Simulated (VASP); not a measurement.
# Hg in VASP: further runs, part 3 of 3

VASP 6.6.1. The steps go on from the part before.

## (5) Work function, RPBE

Input file INCAR:

```
PREC = Accurate
ENCUT = 520
EDIFF = 1E-7
ISMEAR = -1
SIGMA = 0.05
LREAL = False
LASPH = True
NELM = 100
ALGO = Fast
ISIF = 2
LWAVE = False
LCHARG = True
LDIPOL = True
IDIPOL = 3
DIPOL = 0.5 0.5 0.500
GGA = RP
LELF = True
LVHAR = True
LVACPOTAV = True
```

Input file KPOINTS:

```
Automatic mesh
0
Gamma
  7 7 1
```

Input file POSCAR:

```
Hg
1.0
    3.6057960290      0.0000000000      0.0000000000
    1.7995193020      3.1246592269      0.0000000000
    0.0000000000      0.0000000000     23.4440744872
Hg
4
Direct
    0.3343437984      0.3343437984      0.3199102615
    0.6692523297      0.6692523297      0.4410345604
    0.3337790654      0.3337790654      0.5589654396
    0.6686875968      0.6686875968      0.6800897385
```

Potentials or basis: VASP PAW PBE potentials, release 64 (Hg).

Run with:

```console
$ cat potpaw_PBE.64/Hg/POTCAR > POTCAR
$ mpirun -np 1 vasp_std > vasp.out
```

OUTCAR:

```text
PREC = Accurate
   ENCUT = 520
   EDIFF = 1E-7
   ISMEAR = -1
   LREAL = False
   LASPH = True
   NELM = 100
   ISIF = 2
   GGA = RP

 ion  position               nearest neighbor table
   1  0.334  0.334  0.320-   2 3.52   2 3.52   2 3.53
   2  0.669  0.669  0.441-   3 3.46   3 3.46   3 3.47   1 3.52   1 3.52   1 3.53
   3  0.334  0.334  0.559-   2 3.46   2 3.46   2 3.47   4 3.52   4 3.52   4 3.53
   4  0.669  0.669  0.680-   3 3.52   3 3.52   3 3.53

  LATTYP: Found a base centered orthorhombic cell.
 ALAT       =     3.6091731600
 B/A-ratio  =     1.7298895459
 C/A-ratio  =     6.4956912423

  Lattice vectors:

 A1 = (  -1.7995193020,  -3.1246592269,   0.0000000000)
 A2 = (   3.6057960290,   0.0000000000,   0.0000000000)
 A3 = (   0.0000000000,   0.0000000000,  23.4440744872)

Analysis of symmetry for initial positions (statically):
=====================================================================
 Subroutine PRICEL returns:
 Original cell was already a primitive cell.

 Routine SETGRP: Setting up the symmetry group for a
 base centered orthorhombic supercell.

 Subroutine GETGRP returns: Found  4 space group operations
 (whereof  2 operations were pure point group operations)
[... 170 lines left out ...]
 fundamental gap:      1.4074065555
 Fermi energy:        -1.9545753497

 k-point     1 :       0.0000    0.0000    0.0000
  band No.  band energies     occupation
      1      -8.3737      2.00000
      2      -8.3565      2.00000
      3      -8.1578      2.00000
      4      -8.0364      2.00000
      5      -7.9839      2.00000
      6      -7.9804      2.00000
[... 485 lines left out ...]
     27      -0.0707      0.00000
     28       0.9368      0.00000

------------------------ aborting loop because EDIFF is reached ----------------------------------------

  FORCE on cell =-STRESS in cart. coord.  units (eV):
  Direction    XX          YY          ZZ          XY          YZ          ZX
  --------------------------------------------------------------------------------------
  -------------------------------------------------------------------------------------
  Total        1.5459061      1.5462724      1.2217128     -0.0003181     -0.0000429     -0.0000741
  in kB        9.3768460      9.3790681      7.4104198     -0.0019292     -0.0002599     -0.0004497
  external PRESSURE =       8.7221113 kB  Pullay stress =       0.0000000 kB

 VOLUME and BASIS-vectors are now :
 -----------------------------------------------------------------------------
  energy-cutoff  :      520.00
  volume of cell :      264.14
      direct lattice vectors                 reciprocal lattice vectors
     3.605796029  0.000000000  0.000000000     0.277331272 -0.159717570  0.000000000
     1.799519302  3.124659227  0.000000000     0.000000000  0.320034899  0.000000000
     0.000000000  0.000000000 23.444074487     0.000000000  0.000000000  0.042654702

 POSITION                                       TOTAL-FORCE (eV/Angst)
 -----------------------------------------------------------------------------------
      1.80723      1.04471      7.50000         0.000564      0.000326     -0.150453
      3.61752      2.09119     10.33965        -0.001772     -0.001024     -0.004658
      1.80418      1.04295     13.10443         0.001772      0.001024      0.004658
      3.61447      2.08942     15.94407        -0.000564     -0.000326      0.150453
 -----------------------------------------------------------------------------------
    total drift:                               -0.000000     -0.000000      0.000002

  FREE ENERGIE OF THE ION-ELECTRON SYSTEM (eV)
  ---------------------------------------------------
  free  energy   TOTEN  =         0.5204424756 eV

  energy  without entropy=        0.5204426199  energy(sigma->0) =        0.52044255

 vacuum level on the upper side and lower side of the slab         2.424         2.424
```

OSZICAR:

```text
N       E                     dE             d eps       ncg     rms          rms(c)
DAV:   1     0.361669193438E+03    0.36167E+03   -0.20630E+04   896   0.142E+03
DAV:   2     0.231071406923E+02   -0.33856E+03   -0.31821E+03  1012   0.341E+02
DAV:   3     0.884354310995E+00   -0.22223E+02   -0.21737E+02   984   0.842E+01
DAV:   4     0.522332593054E+00   -0.36202E+00   -0.36126E+00   972   0.982E+00
DAV:   5     0.518463396379E+00   -0.38692E-02   -0.38688E-02   984   0.101E+00    0.254E+00
RMM:   6     0.523407635105E+00    0.49442E-02   -0.24391E-02   921   0.114E+00    0.184E+00
RMM:   7     0.519878147069E+00   -0.35295E-02   -0.25961E-02   961   0.102E+00    0.215E-01
RMM:   8     0.520607652705E+00    0.72951E-03   -0.49167E-03   942   0.649E-01    0.543E-02
RMM:   9     0.520525529675E+00   -0.82123E-04   -0.16414E-04   966   0.627E-02    0.221E-02
RMM:  10     0.520463351147E+00   -0.62179E-04   -0.62903E-05   972   0.453E-02    0.577E-03
RMM:  11     0.520448459966E+00   -0.14891E-04   -0.15541E-05   985   0.232E-02    0.475E-03
RMM:  12     0.520445209426E+00   -0.32505E-05   -0.25962E-06   954   0.803E-03    0.114E-03
RMM:  13     0.520443281512E+00   -0.19279E-05   -0.88450E-07   763   0.507E-03    0.860E-04
RMM:  14     0.520442928107E+00   -0.35341E-06   -0.17826E-07   655   0.228E-03    0.279E-04
RMM:  15     0.520442565092E+00   -0.36301E-06   -0.60809E-08   544   0.108E-03    0.111E-04
RMM:  16     0.520442475638E+00   -0.89453E-07   -0.12500E-08   389   0.618E-04
   1 F= 0.52044248E+00 E0= 0.52044255E+00  d E =-.144251E-06
```

It took 85 s on 1 thread of Intel Xeon Platinum 8488C (Sapphire Rapids), shared host; peak memory 0.4 GiB.

What came out:

```yaml
Free_energy: 0.5204 eV
Largest_force: 0.150 eV/Å
Band_gap_on_the_k_mesh: 1.41 eV, indirect (least direct gap 1.96 eV)
Ionisation_potential_of_the_upper_face: 5.14 eV
```

Forces in eV/Å, atoms in the order of the input:
```
Hg   0.001  0.000 -0.150
Hg  -0.002 -0.001 -0.005
Hg   0.002  0.001  0.005
Hg  -0.001  0.000  0.150
```

Caveat: the PAW data sets were made with another functional, which shifts forces and pressure a little; spin-orbit coupling is left out, which moves the levels of the heavy elements.

## (6) Work function, revPBE

INCAR, as its differences from that of step 5:

```diff
@@ -15,3 +15,3 @@
 DIPOL = 0.5 0.5 0.500
-GGA = RP
+GGA = RE
 LELF = True
```

KPOINTS is that of step 5.

POSCAR is that of step 5.

Potentials or basis: VASP PAW PBE potentials, release 64 (Hg).

Run with:

```console
$ cat potpaw_PBE.64/Hg/POTCAR > POTCAR
$ mpirun -np 1 vasp_std > vasp.out
```

OUTCAR:

```text
PREC = Accurate
   ENCUT = 520
   EDIFF = 1E-7
   ISMEAR = -1
   LREAL = False
   LASPH = True
   NELM = 100
   ISIF = 2
   GGA = RE

 ion  position               nearest neighbor table
   1  0.334  0.334  0.320-   2 3.52   2 3.52   2 3.53
   2  0.669  0.669  0.441-   3 3.46   3 3.46   3 3.47   1 3.52   1 3.52   1 3.53
   3  0.334  0.334  0.559-   2 3.46   2 3.46   2 3.47   4 3.52   4 3.52   4 3.53
   4  0.669  0.669  0.680-   3 3.52   3 3.52   3 3.53

  LATTYP: Found a base centered orthorhombic cell.
 ALAT       =     3.6091731600
 B/A-ratio  =     1.7298895459
 C/A-ratio  =     6.4956912423

  Lattice vectors:

 A1 = (  -1.7995193020,  -3.1246592269,   0.0000000000)
 A2 = (   3.6057960290,   0.0000000000,   0.0000000000)
 A3 = (   0.0000000000,   0.0000000000,  23.4440744872)

Analysis of symmetry for initial positions (statically):
=====================================================================
 Subroutine PRICEL returns:
 Original cell was already a primitive cell.

 Routine SETGRP: Setting up the symmetry group for a
 base centered orthorhombic supercell.

 Subroutine GETGRP returns: Found  4 space group operations
 (whereof  2 operations were pure point group operations)
 out of a pool of  8 trial point group operations.

The static configuration has the point symmetry C_1h.
 The point group associated with its full space group is C_2h.

Analysis of symmetry for dynamics (positions and initial velocities):
=====================================================================
 Subroutine PRICEL returns:
 Original cell was already a primitive cell.

 Routine SETGRP: Setting up the symmetry group for a
 base centered orthorhombic supercell.

 Subroutine GETGRP returns: Found  4 space group operations
 (whereof  2 operations were pure point group operations)
 out of a pool of  8 trial point group operations.

The dynamic configuration has the point symmetry C_1h.
 The point group associated with its full space group is C_2h.

 Subroutine INISYM returns: Found  4 space group operations
 (whereof  2 operations are pure point group operations),
 and found     1 'primitive' translations

----------------------------------------------------------------------------------------

                                     Primitive cell

  volume of cell :     264.1417

  direct lattice vectors                    reciprocal lattice vectors
     3.605796029  0.000000000  0.000000000     0.277331272 -0.159717570  0.000000000
     1.799519302  3.124659227  0.000000000     0.000000000  0.320034899  0.000000000
     0.000000000  0.000000000 23.444074487     0.000000000  0.000000000  0.042654702

  length of vectors
     3.605796029  3.605796029 23.444074487     0.320034899  0.320034899  0.042654702

  position of ions in fractional coordinates (direct lattice)
     0.334343798  0.334343798  0.319910261
     0.669252330  0.669252330  0.441034560
     0.333779065  0.333779065  0.558965440
     0.668687597  0.668687597  0.680089739

  ion indices of the primitive-cell ions
   primitive index   ion index
                 1           1
                 2           2
                 3           3
                 4           4

----------------------------------------------------------------------------------------

 KPOINTS: Automatic mesh

Automatic generation of k-mesh.
[... 37 lines left out ...]
  0.428571  0.428571  0.000000      2.000000
 -0.428571  0.428571  0.000000      2.000000
   k-points           NKPTS =     16   k-points in BZ     NKDIM =     16   number of bands    NBANDS=     28
   number of dos      NEDOS =    301   number of ions     NIONS =      4
   total plane-waves  NPLWV = 141120
   dimension x,y,z NGX =    28 NGY =   28 NGZ =  180
   dimension x,y,z NGXF=    56 NGYF=   56 NGZF=  360
   ions per type =               4
   NGX,Y,Z   is equivalent  to a cutoff of  12.91, 12.91, 12.76 a.u.
   NGXF,Y,Z  is equivalent  to a cutoff of  25.82, 25.82, 25.53 a.u.
 SYSTEM =  unknown system
   PREC   = accura    normal or accurate (medium, high low for compatibility)
   ISTART =      0    job   : 0-new  1-cont  2-samecut
   ICHARG =      2    charge: 1-file 2-atom 10-const
   ISPIN  =      1    spin polarized calculation?
   LNONCOLLINEAR =      F non collinear calculations
   LSORBIT =      F    spin-orbit coupling
   LASPH  =      T    aspherical Exc in radial PAW
   ENCUT  =  520.0 eV  38.22 Ry    6.18 a.u.   6.70  6.70 43.59*2*pi/ulx,y,z
   NELM   =    100;   NELMIN=  2; NELMDL= -5     # of ELM steps
   EDIFF  = 0.1E-06   stopping-criterion for ELM
   LREAL  =      F    real-space projection
   EDIFFG = 0.1E-05   stopping-criterion for IOM
   NSW    =      0    number of steps for IOM
   IBRION =     -1    ionic relax: 0-MD 1-quasi-New 2-CG
   NFREE  =      0    steps in history (QN), initial steepest desc. (CG)
   ISIF   =      2    stress and relaxation
   ISYM   =      2    0-nonsym 1-usesym 2-fastsym
   POTIM  = 0.5000    time-step for ionic-motion
   TEBEG  =    0.0;   TEEND  =   0.0 temperature during run
   PSTRESS=    0.0 pullay stress
   NELECT =      48.0000    total number of electrons
   NUPDOWN=      -1.0000    fix difference up-down
   EMIN   =  10.00;   EMAX   =-10.00  energy-range for DOS
   EFERMI =   0.00;   METHOD = LEGACY
   ISMEAR =    -1;   SIGMA  =   0.05  broadening in eV -4-tet -1-fermi 0-gaus
   EFERMI_NEDOS =   21; number of points for ismear=-14 and -15
   IALGO  =     68    algorithm
   IMIX   =      4    mixing-type and parameters
     AMIX     =   0.40;   BMIX     =  1.00
     AMIX_MAG =   1.60;   BMIX_MAG =  1.00
  volume/ion in A,a.u.               =      66.04       445.63
  Fermi-wavevector in a.u.,A,eV,Ry     =   0.927277  1.752300 11.698876  0.859843
  Thomas-Fermi vector in A             =   2.053330
   LORBIT       =      0    0 simple, 1 ext, 2 COOP (PROOUT), +10 PAW based schemes
   GGA     = RE    functional components
   LHFCALC =     F    Hartree Fock is set to
   AEXX    =    0.0000 exact exchange contribution
   IVDW    =     0    specifies the selected vdW correction
   LEPSILON=     F    determine dielectric tensor
   LRPA    =     F    only Hartree local field effects (RPA)
 non-spin polarized calculation
 RMM-DIIS sequential band-by-band and
  energy-cutoff  :      520.00
  volume of cell :      264.14
 maximum number of plane-waves:      7135
   NGX = 13   NGY = 13   NGZ = 87

 dipolmoment           0.000000      0.000000     -0.000000 electrons x Angstroem

 number of electron      48.0000003 magnetization

 dipolmoment           0.000000      0.000000      0.000000 electrons x Angstroem

 Free energy of the ion-electron system (eV)
  ---------------------------------------------------
  ext. energy  EPLUGINS =         0.00000000
  ---------------------------------------------------
  free energy    TOTEN  =         0.42375619 eV

  energy without entropy =        0.42375633  energy(sigma->0) =        0.42375626

 E-fermi :  -1.9857     XC(G=0):  -4.9105

 val. band max:       -2.7436537698   @ k =  -0.4286   0.2857   0.0000
 cond. band min:      -1.3343809587   @ k =   0.0000   0.0000   0.0000
 fundamental gap:      1.4092728111
 Fermi energy:        -1.9856752597

 k-point     1 :       0.0000    0.0000    0.0000
  band No.  band energies     occupation
      1      -8.4131      2.00000
      2      -8.3761      2.00000
      3      -8.1798      2.00000
      4      -8.0613      2.00000
      5      -7.9994      2.00000
      6      -7.9959      2.00000
[... 485 lines left out ...]
     27      -0.1139      0.00000
     28       0.8964      0.00000

------------------------ aborting loop because EDIFF is reached ----------------------------------------

  FORCE on cell =-STRESS in cart. coord.  units (eV):
  Direction    XX          YY          ZZ          XY          YZ          ZX
  --------------------------------------------------------------------------------------
  -------------------------------------------------------------------------------------
  Total        1.1265766      1.1268561      0.8837478     -0.0002427     -0.0000354     -0.0000613
  in kB        6.8333615      6.8350571      5.3604594     -0.0014721     -0.0002148     -0.0003717
  external PRESSURE =       6.3429594 kB  Pullay stress =       0.0000000 kB

 VOLUME and BASIS-vectors are now :
 -----------------------------------------------------------------------------
  energy-cutoff  :      520.00
  volume of cell :      264.14
      direct lattice vectors                 reciprocal lattice vectors
     3.605796029  0.000000000  0.000000000     0.277331272 -0.159717570  0.000000000
     1.799519302  3.124659227  0.000000000     0.000000000  0.320034899  0.000000000
     0.000000000  0.000000000 23.444074487     0.000000000  0.000000000  0.042654702

 POSITION                                       TOTAL-FORCE (eV/Angst)
 -----------------------------------------------------------------------------------
      1.80723      1.04471      7.50000         0.000538      0.000311     -0.111277
      3.61752      2.09119     10.33965        -0.001704     -0.000985     -0.001457
      1.80418      1.04295     13.10443         0.001704      0.000985      0.001457
      3.61447      2.08942     15.94407        -0.000538     -0.000311      0.111277
 -----------------------------------------------------------------------------------
    total drift:                               -0.000000     -0.000000      0.000002

  FREE ENERGIE OF THE ION-ELECTRON SYSTEM (eV)
  ---------------------------------------------------
  free  energy   TOTEN  =         0.4237561904 eV

  energy  without entropy=        0.4237563323  energy(sigma->0) =        0.42375626

 vacuum level on the upper side and lower side of the slab         2.409         2.409
```

Run time: 96 s. Hardware: 1 thread of Intel Xeon Platinum 8488C (Sapphire Rapids), shared host; peak memory 0.4 GiB.

What came out:

```yaml
Free_energy: 0.4238 eV
Largest_force: 0.111 eV/Å
Band_gap_on_the_k_mesh: 1.41 eV, indirect (least direct gap 1.95 eV)
Ionisation_potential_of_the_upper_face: 5.15 eV
```

Forces on the atoms (eV/Å):
```
Hg   0.001  0.000 -0.111
Hg  -0.002 -0.001 -0.001
Hg   0.002  0.001  0.001
Hg  -0.001  0.000  0.111
```

Caveat: the PAW data sets were made with another functional, which shifts forces and pressure a little; spin-orbit coupling is left out, which moves the levels of the heavy elements.

## (7) The runs side by side

| level | potentials or basis | gap on the mesh (eV) | largest force (eV/Å) |
| --- | --- | --- | --- |
| LDA | VASP PAW LDA potentials, release 64 (Hg) | 1.32 | 0.30 |
| PBE | VASP PAW PBE potentials, release 64 (Hg) | 1.37 | - |
| PBEsol | VASP PAW PBE potentials, release 64 (Hg) | 1.34 | 0.19 |
| RPBE | VASP PAW PBE potentials, release 64 (Hg) | 1.41 | 0.15 |
| revPBE | VASP PAW PBE potentials, release 64 (Hg) | 1.41 | 0.11 |

Alike in all rows: task work function; no spin polarisation; cell as given; k mesh 7 × 7 × 1; cutoff (eV) 520; smearing fermi-dirac 0.05 eV.

Caveats: spin-orbit coupling is left out, which moves the levels of the heavy elements; the PAW data sets were made with another functional, which shifts forces and pressure a little (some runs).

Total energies depend on the potentials used, so only differences within one code and one set of settings carry meaning.
